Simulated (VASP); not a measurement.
# Born charge of SiC (Moissanite 3C) from moved atoms, part 2 of 2

Aim: the change of polarisation as one atom of SiC (Moissanite 3C) moves. The cell is of the zinc-blende type, one of the forms listed for this formula, which need not be the common one. The start is a cell from a database of measured crystal structures.

VASP 6.6.1, plane waves and PAW; the level of theory is named at each step.

So far. Step 4 (Berry phase, displacement (A) -0.05): At -0.05 Å the ionic and electronic dipoles along z are -8.916 and 0.334 e Å. Step 5 (Berry phase, displacement (A) 0): At the undisplaced site the ionic and electronic dipoles along z are -8.716 and -0.002 e Å.

### 6. Berry phase, displacement (A) 0.05

This step: r2SCAN, displaced atoms; plane waves and PAW (Si, C) (VASP 6.6.1).

The next place on the path.

Input file INCAR:

```
SYSTEM = SiC
PREC = Accurate
ENCUT = 520
EDIFF = 1E-08
NELM = 100
ISMEAR = 0
SIGMA = 0.01
LREAL = .FALSE.
ALGO = Normal
METAGGA = R2SCAN
LASPH = .TRUE.
NBANDS = 10
LWAVE = .FALSE.
LCHARG = .FALSE.
KPAR = 2
LCALCPOL = .TRUE.
DIPOL = 0.125 0.125 0.125
```

Input file POSCAR:

```
SiC
1.0
    0.0000000000      2.1790000000      2.1790000000
    2.1790000000      0.0000000000      2.1790000000
    2.1790000000      2.1790000000      0.0000000000
Si C
1 1
Direct
    0.0000000000      0.0000000000      0.0000000000
    0.7614731528      0.7614731528      0.7385268472
```

Input file KPOINTS:

```
Automatic mesh
0
Gamma
10 10 10
0 0 0
```

The projector-augmented-wave data sets are Si and C (PBE family, release 64).

Started as:

```console
$ mpirun -np 2 vasp_std
```

Log:

```text
[... set-up lines as in an earlier step ...]
 entering main loop
       N       E                     dE             d eps       ncg     rms          rms(c)
DAV:   1     0.261487070970E+00    0.26149E+00   -0.41131E+03  3526   0.692E+02
DAV:   2    -0.216125863857E+02   -0.21874E+02   -0.20775E+02  4420   0.118E+02
DAV:   3    -0.223049873762E+02   -0.69240E+00   -0.69095E+00  4054   0.183E+01
DAV:   4    -0.223078695251E+02   -0.28821E-02   -0.28820E-02  3892   0.147E+00
[...]
DAV:  12    -0.193024373731E+02   -0.23546E-06   -0.15926E-07  3692   0.363E-03    0.550E-04
DAV:  13    -0.193024373475E+02    0.25643E-07   -0.10628E-08  2664   0.870E-04    0.251E-04
DAV:  14    -0.193024373387E+02    0.87737E-08   -0.12836E-09  1798   0.306E-04
 p_tot=( -0.872E+01 -0.872E+01 -0.885E+01 )
   1 F= -.19302437E+02 E0= -.19302437E+02  d E =-.116923E-67
```

The job ended after 1.9 min (2 MPI ranks of AMD EPYC 7R43, shared host; peak memory 0.31 GiB; 3.7 min of CPU time).

OUTCAR, selected parts (step 6):

```text
  Total        0.0009263      0.0009263     -0.0580810      0.3768154      0.0000000      0.0000000
  in kB        0.0717230      0.0717230     -4.4972095     29.1767922      0.0000000      0.0000000
  external PRESSURE =      -1.4512545 kB  Pullay stress =       0.0000000 kB

 POSITION                                       TOTAL-FORCE (eV/Angst)
 -----------------------------------------------------------------------------------
      0.00000      0.00000      0.00000        -0.000000     -0.000000      0.978401
      3.26850      3.26850      3.31850         0.000000      0.000000     -0.978401
 -----------------------------------------------------------------------------------
    total drift:                                0.000001      0.000001      0.000188

  FREE ENERGIE OF THE ION-ELECTRON SYSTEM (eV)
  ---------------------------------------------------
  free  energy   TOTEN  =       -19.3024373387 eV

  energy  without entropy=      -19.3024373387  energy(sigma->0) =      -19.30243734

[... 2 parts as in an earlier step ...]

[... 1 further part left out ...]
[key lines of the parts left out:]
E-fermi :   8.3443
```

At +0.05 Å the ionic and electronic dipoles along z are -8.516 and -0.337 e Å.

### 7. Berry phase, displacement (A) 0.1

The next place on the path.

INCAR is that of step 6.

POSCAR: that of step 6 with these lines changed.

```diff
@@ -9,2 +9,2 @@
     0.0000000000      0.0000000000      0.0000000000
-    0.7614731528      0.7614731528      0.7385268472
+    0.7729463056      0.7729463056      0.7270536944
```

KPOINTS is that of step 6.

Started as:

```console
$ mpirun -np 2 vasp_std
```

Log:

```text
[... set-up lines as in an earlier step ...]
 entering main loop
       N       E                     dE             d eps       ncg     rms          rms(c)
DAV:   1     0.290742096000E+00    0.29074E+00   -0.41145E+03  3526   0.692E+02
DAV:   2    -0.215514482829E+02   -0.21842E+02   -0.20711E+02  4354   0.118E+02
DAV:   3    -0.222545591644E+02   -0.70311E+00   -0.70157E+00  4054   0.185E+01
DAV:   4    -0.222575459822E+02   -0.29868E-02   -0.29866E-02  3900   0.148E+00
[...]
DAV:  12    -0.192294418181E+02   -0.23144E-06   -0.23467E-07  3756   0.404E-03    0.114E-03
DAV:  13    -0.192294417883E+02    0.29839E-07   -0.21106E-08  3592   0.121E-03    0.541E-04
DAV:  14    -0.192294417920E+02   -0.37337E-08   -0.18260E-09  1822   0.403E-04
 p_tot=( -0.872E+01 -0.872E+01 -0.899E+01 )
   1 F= -.19229442E+02 E0= -.19229442E+02  d E =-.118979E-82
```

The job ended after 1.9 min (2 MPI ranks; peak memory 0.31 GiB).

OUTCAR, selected parts (step 7):

```text
  Total        0.1748220      0.1748220     -0.0605934      0.7598488      0.0000000      0.0000000
  in kB       13.5364572     13.5364572     -4.6917421     58.8350457      0.0000000      0.0000000
  external PRESSURE =       7.4603908 kB  Pullay stress =       0.0000000 kB

 POSITION                                       TOTAL-FORCE (eV/Angst)
 -----------------------------------------------------------------------------------
      0.00000      0.00000      0.00000         0.000000      0.000000      1.938133
      3.26850      3.26850      3.36850        -0.000000     -0.000000     -1.938133
 -----------------------------------------------------------------------------------
    total drift:                                0.000001      0.000001      0.000078

  FREE ENERGIE OF THE ION-ELECTRON SYSTEM (eV)
  ---------------------------------------------------
  free  energy   TOTEN  =       -19.2294417920 eV

  energy  without entropy=      -19.2294417920  energy(sigma->0) =      -19.22944179

[... 2 parts as in an earlier step ...]

[... 1 further part left out ...]
[key lines of the parts left out:]
E-fermi :   8.5785
```

At +0.1 Å the ionic and electronic dipoles along z are -8.316 and -0.674 e Å.

### 8. Summary

This step: Born charge from Berry-phase polarisation, r2SCAN; plane waves and PAW (VASP 6.6.1).

No new run; the numbers come from the runs before.

This step gave:

```yaml
born_charge_column_from_the_berry_phase: 0, 0, -2.718 e
force_constant: 19.42 eV/Å²
```

Change of polarisation, branches joined, z against displacement:

```csv
displacement (Å),"change of polarisation, branches joined, z (uC/cm²)"
-0.1000,21.1
-0.0500,10.5
0.0000,0
0.0500,-10.5
0.1000,-21.1
```

Energy above the lowest point against displacement:

```csv
displacement (Å),energy above the lowest point (meV)
-0.1000,97.5
-0.0500,24.5
0.0000,0
0.0500,24.5
0.1000,97.5
```

### 9. What came out

| Property | Result |
| --- | --- |
| Born charge column from the Berry phase | 0.00, 0.00, -2.72 e |
| force constant | 19.4 eV/Å² |

What this shows: The Berry phase gives C2 a Born charge of -2.72 e along z. The dipole is defined up to a lattice vector times e, so only its changes along the path are used. Charge and force constant come from straight lines through all places from -0.1 to +0.1 Å, so they hold the curvature of the path, and the values at the undisplaced site can differ by some per cent. The force constant is minus the slope of the force on the moved atom, whose periodic images move with it while all else is held. The mesh of the Berry phase wasn't tested for convergence.

[Lines on the potential files, build, host, timing and source positions are cut from VASP's logs without a mark.]

[Logs are printed without paths, hosts, clocks, repeated set-up lines and the standing remarks that a program may print on its own settings, such as how far it seeks lower states.]

[Hosts, paths, dates, database ids (printed as entryN), source tags and the programs' standing remarks are cut or masked in the printed files.]
